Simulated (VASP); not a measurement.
# Conduction valleys of ZnSe (F-43m) at Γ, X and L from LDA to hybrid functionals and TB-mBJ

We calculate the lowest empty levels of ZnSe at Γ, X and L with ten functionals in one fixed cell, each level measured from the valence-band top of the same run. The question is whether a change of functional lifts the three valleys together or can change their order. The order decides whether the gap is direct, and the distance from Γ to the side valleys sets the energy at which fast electrons can scatter out of the Γ valley in a strong field. Since the cell is the same throughout, differences between rows come from the functional and not from bond length. One small difference in set-up remains: non-spherical density terms inside the PAW spheres are left out for LDA and PBE and included for the others, which should matter little in a closed-shell crystal. The levels at X and L are those at the symmetry points, and a true valley minimum may lie nearby and lower.

## Method

A cell from a diffraction database, the same for all rows. VASP 6.6.1, plane waves with PAW, cutoff 400 eV, no spin polarisation, no spin-orbit coupling. Levels are read at the symmetry points of a band path, from the valence-band top. EpsX marks an unscreened share α = 1/ε∞ of exact exchange. For all rows, k mesh: 4×4×4. All levels use the PAW data sets made with PBE.

Notes on method and selection:

- A valley minimum can lie off the symmetry point and below the level at it.
- Spin-orbit coupling is left out; it raises the valence-band top and so lowers all three levels by about the same amount.
- Runs that did not converge, have known faults or may not be shown are not listed, and runs on Ansatz's PAW sets soft_1 and soft_2 are kept to separate tables.

Columns:

- Γ valley (eV): lowest empty level at Γ.
- X valley (eV): lowest empty level at X.
- L valley (eV): lowest empty level at L.
- X − Γ (eV): level at X less level at Γ.

Input lines of one member:

```
PREC = Accurate
ENCUT = 400
EDIFF = 1E-06
NELM = 100
ISMEAR = 0
SIGMA = 0.02
LREAL = .FALSE.
ALGO = Normal
GGA = CA
NBANDS = 21
LORBIT = 11
KPAR = 4
```

Command (options for logging and memory left out): `mpirun -np 4 vasp_std`

## The series

| member | Γ valley (eV) | X valley (eV) | L valley (eV) | X − Γ (eV) |
| --- | --- | --- | --- | --- |
| LDA | 1.05 | 2.77 | 2.34 | 1.72 |
| PBE | 1.28 | ? | ? | ? |
| SCAN | 1.76 | 3.28 | 2.97 | 1.52 |
| r2SCAN | 1.86 | 3.32 | 3.04 | 1.46 |
| PBE-EpsX (α = 0.13) | 2.21 | ? | ? | ? |
| HSE03 | 2.23 | 3.67 | 3.45 | 1.43 |
| HSEsol | 2.30 | 3.75 | 3.56 | 1.44 |
| HSE06 | 2.45 | 3.88 | 3.68 | 1.43 |
| r2SCAN-EpsX (α = 0.13) | 2.68 | 4.06 | 3.88 | 1.38 |
| TB-mBJ | 2.80 | 3.95 | 3.77 | 1.15 |

Cells marked ? are withheld until the estimate has been made.

Least-squares fits to the members shown, with x = Γ valley (eV); R² and errors in the fitted variable (y, or ln y where the fit is in ln y):

| y | members | fit | R² | rms residual | leave-one-out rms | the same for the mean of the others |
| --- | --- | --- | --- | --- | --- | --- |
| X valley (eV) | 8 | y = 1.979 + 0.7502 x | 0.98 | 0.063 | 0.086 | 0.46 |
| L valley (eV) | 8 | y = 1.410 + 0.8998 x | 0.98 | 0.074 | 0.10 | 0.55 |

## The trend and its physics

In all eight rows with three levels shown, the order is Γ, then L, then X. The functional changes the spacing but not the order. The smallest distance from Γ to L is 3.77 − 2.80 = 0.97 eV, in TB-mBJ, still far from a crossing.

The levels move largely together. From LDA to r2SCAN-EpsX, Γ rises by 2.68 − 1.05 = 1.63 eV, L by 3.88 − 2.34 = 1.54 eV and X by 4.06 − 2.77 = 1.29 eV. A common part is expected, since all three levels are measured from the same occupied state. In the hybrids, exact exchange reduces the self-interaction of that state and lowers it against the empty ones.

The cleanest view of exact exchange is the pair r2SCAN and r2SCAN-EpsX, where Γ rises by 2.68 − 1.86 = 0.82 eV, L by 3.88 − 3.04 = 0.84 eV and X by 4.06 − 3.32 = 0.74 eV. This is close to a rigid shift. The three HSE functionals likewise keep X − Γ at 1.43 to 1.44 eV. Most of the change in spacing arises elsewhere: X − Γ falls from 1.72 eV in LDA to 1.46 eV in r2SCAN, before any exact exchange is added. A likely reason is that the Γ state is an antibonding s state with much weight near the nuclei, where gradient and kinetic-energy terms act strongly, while the X state has more p and d character. The orbital weights are not shown in the table.

TB-mBJ departs from this pattern. It has the highest Γ level, yet its X and L levels each lie 0.11 eV below those of r2SCAN-EpsX. It is a model potential made to open gaps, and it need not shift states of different character equally. A gap that looks right at Γ is therefore no assurance of the right distance to the side valleys.

## Blind estimate

Plain estimates from the members shown:

- PBE-EpsX (α = 0.13), fit at x = 2.21: 3.64 eV
- PBE-EpsX (α = 0.13), straight-line interpolation between r2SCAN and HSE03: w = (2.21 − 1.86) / (2.23 − 1.86) = 0.946, so 3.32 + 0.946 × (3.67 − 3.32) = 3.65 eV
- PBE, fit at x = 1.28: 2.94 eV
- PBE, straight-line interpolation between LDA and SCAN: w = (1.28 − 1.05) / (1.76 − 1.05) = 0.324, so 2.77 + 0.324 × (3.28 − 2.77) = 2.94 eV

Both withheld members belong to the PBE family, as does HSE06, which is PBE with a screened share of exact exchange. We therefore start from HSE06 and follow the change in exact exchange, rather than use the fit over all rows, whose slope is lowered by LDA and TB-mBJ. The r2SCAN pair gives the rise of X per rise of Γ when exact exchange is added: 0.74 / 0.82 = 0.90.

Tried on HSE03, the route gives 3.88 − 0.90 × (2.45 − 2.23) = 3.68 eV, against 3.67 eV in the table. For r2SCAN-EpsX, with another parent functional and unscreened exchange, it gives 3.88 + 0.90 × (2.68 − 2.45) = 4.09 eV, against 4.06 eV.

For PBE-EpsX the result is 3.88 − 0.90 × (2.45 − 2.21) = 3.66 eV. The step is short, and we take the larger miss of the two trials, 0.03 eV, as the error.

For PBE it is 3.88 − 0.90 × (2.45 − 1.28) = 2.83 eV, which is 0.11 eV below both plain estimates. Here the slope matters more. The step from HSE03 to HSE06 gives (3.88 − 3.67) / (2.45 − 2.23) = 0.95 instead of 0.90, which over 2.45 − 1.28 = 1.17 eV changes the result by 0.06 eV, and we take this as the error.

**Committed estimate, PBE-EpsX (α = 0.13): X valley = 3.66 ± 0.03 eV.**  
**Committed estimate, PBE: X valley = 2.83 ± 0.06 eV.**

## Check

| member | Γ valley (eV) | X valley (eV) | L valley (eV) | X − Γ (eV) |
| --- | --- | --- | --- | --- |
| PBE | 1.28 | 2.96 | 2.52 | 1.69 |
| PBE-EpsX (α = 0.13) | 2.21 | 3.78 | 3.46 | 1.57 |

| member | estimate | X valley (eV) | computed | estimate − computed | miss in error bars |
| --- | --- | --- | --- | --- | --- |
| PBE-EpsX (α = 0.13) | committed | 3.66 | 3.78 | −0.12 | 4.0 |
| PBE-EpsX (α = 0.13) | fit | 3.64 | 3.78 | −0.14 |  |
| PBE-EpsX (α = 0.13) | interpolation | 3.65 | 3.78 | −0.13 |  |
| PBE | committed | 2.83 | 2.96 | −0.13 | 2.2 |
| PBE | fit | 2.94 | 2.96 | −0.02 |  |
| PBE | interpolation | 2.94 | 2.96 | −0.02 |  |

Both estimates fall outside their error bars: PBE-EpsX is 0.12 eV too low (4.0 error bars) and PBE 0.13 eV too low (2.2). For PBE-EpsX the plain estimates miss by about as much; for PBE they miss by only 0.02 eV and were clearly better.

The slope for unscreened exchange held at this α and on this k mesh: from PBE to PBE-EpsX, X rises by 0.82 / 0.93 = 0.88 of the rise at Γ, against the 0.90 we used. The mistake was to start from HSE06. From PBE to HSE06 the ratio is only (3.88 − 2.96) / (2.45 − 1.28) = 0.79. Our trial on HSE03 could not reveal this, because HSE03 and HSE06 differ only in the screening length.

Our method section leaves out two limits of the EpsX rows. First, α = 0.13 means ε∞ = 1 / 0.13 = 7.7. This comes from a separate PBE calculation that is not listed here, and it is not a measured constant of ZnSe. PBE tends to make ε∞ too large because its gap is too small, so an α taken from a measured ε∞ would probably be larger and the levels would lie higher. Second, unscreened exchange converges more slowly with the k mesh than the screened exchange of HSE, and we show no mesh denser than 4×4×4. The EpsX levels are therefore results for this α and this mesh, not converged values.

Within these limits, the rows would fit a picture in which short-range exact exchange narrows the distance between Γ and X, while the longer-range part shifts both almost equally. HSE03 and HSE06, which differ only in how far exact exchange reaches, both have X − Γ = 1.43 eV. HSE has about twice the exchange share of PBE-EpsX, and it lowers X − Γ from the PBE value by 0.26 eV instead of 0.12 eV. But HSE03 and HSE06 test only a limited change of range, and PBE-EpsX differs from HSE in both share and range, so the picture is not established. The step from PBE to HSE06 is enough to show that we were wrong to treat exact exchange as close to a rigid shift in general: there it accounts for the narrowing. The gradient terms also matter less than we supposed, since LDA and PBE differ by only 0.03 eV in X − Γ. Most of the fall from LDA to r2SCAN comes with the step from PBE to r2SCAN, 1.69 − 1.46 = 0.23 eV.

## Exceptions

Least-squares fits to the whole series, with x = Γ valley (eV); R² and errors in the fitted variable (y, or ln y where the fit is in ln y):

| y | members | fit | R² | rms residual | leave-one-out rms | the same for the mean of the others |
| --- | --- | --- | --- | --- | --- | --- |
| X valley (eV) | 10 | y = 1.992 + 0.7518 x | 0.97 | 0.071 | 0.089 | 0.46 |
| L valley (eV) | 10 | y = 1.383 + 0.9138 x | 0.98 | 0.070 | 0.092 | 0.56 |

Largest departures from the fit to the whole series:

| member | X valley (eV) | fit | computed − fit | in rms residuals |
| --- | --- | --- | --- | --- |
| TB-mBJ | 3.95 | 4.10 | −0.15 | 2.1 |
| PBE-EpsX (α = 0.13) | 3.78 | 3.65 | +0.13 | 1.8 |
| r2SCAN | 3.32 | 3.39 | −0.07 | 1.0 |
| r2SCAN-EpsX (α = 0.13) | 4.06 | 4.01 | +0.05 | 0.8 |

TB-mBJ lies 0.15 eV below the fit for X. Its L level is low as well: L − Γ is 0.97 eV, while the next smallest value is 3.04 − 1.86 = 1.18 eV, in r2SCAN. The likeliest reason is that this model potential opens the gap but makes the conduction band too narrow, which brings both side valleys closer to Γ.

PBE-EpsX lies 0.13 eV above the fit. It starts from the wide X − Γ distance of PBE, 1.69 eV, and its small share of exact exchange removes only part of it. HSE03 has nearly the same Γ level, but its X level is 0.11 eV lower, possibly because of its larger share of exact exchange at short range. The match at Γ belongs to this α and this k mesh; a change in either can move the Γ level of PBE-EpsX. r2SCAN-EpsX has the same α as PBE-EpsX and stays near the line because its parent already has a smaller distance, 1.46 eV.

## What to take away

The order Γ, L, X holds for all ten functionals, while the Γ level itself ranges over 2.80 − 1.05 = 1.75 eV. For another functional of similar kind in this cell and on this k mesh, the fit gives X from Γ with a typical error of about 0.09 eV, against 0.46 eV for the mean of the others. This error describes the scatter between functionals. It does not cover the convergence of the levels with the k mesh, which matters most for the two EpsX rows, or the choice of their α.

In practice, a rigid upward shift of the PBE conduction band reproduces HSE06 at L but not at X. Matching HSE06 at Γ takes 2.45 − 1.28 = 1.17 eV. This puts L at 2.52 + 1.17 = 3.69 eV, against 3.68 eV in HSE06, but X at 2.96 + 1.17 = 4.13 eV, which is 4.13 − 3.88 = 0.25 eV too high.

Spin-orbit coupling, left out here, would nearly cancel in the valley distances, since it acts mainly through the shared reference at the valence-band top.

[Logs are printed without paths, hosts, clocks, repeated set-up lines and the standing remarks that a program may print on its own settings, such as how far it seeks lower states.]
